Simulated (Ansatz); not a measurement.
Mg (omega type), DFT, PBE, PAW with Ansatz's default frozen-core files, scalar-relativistic (Ansatz 0.2.0), on 1 thread of Arm Neoverse V2 (shared host).

Command: `ansatz run input.yaml --threads 1 --pin off --max-ram 3072MiB --backend cpu --events-out ev --progress --plain --runs-dir out`

```yaml
crystal:
  lattice:
    - [4.1032520479, 0.0, 0.0]
    - [-2.051626024, 3.5535205116, 0.0]
    - [0.0, 0.0, 2.4918032539]
  atoms:
    - { symbol: Mg, position: [0.0, 0.0, 0.0] }
    - { symbol: Mg, position: [0.3333333333, 0.6666666667, 0.5] }
    - { symbol: Mg, position: [0.6666666667, 0.3333333333, 0.5] }
kpoints:
  mp_grid: { grid: [7, 7, 10] }
scf:
  occupations: { method: fermi_dirac, width: 0.08 }
hamiltonian:
  xc: pbe
  pseudopotentials: { kind: paw }
output:
  forces: true
  stress: true
  write_density: true
  write_potential: true
  elf: true
  volumetric_format: npy
relax:
  f_tol: 0.005
  max_steps: 30
  cell: { stress_tol: 0.49, fix: [volume] }
```

Q: How large is the problem that the program sets up?

A: 48 irreducible k-points, 693 plane waves at Γ, 19 bands.

Q: About how long does it take?

A: 4.5 s of wall time for 15 SCF iterations over 3 geometries. Times on shared machines scatter by tens of per cent.
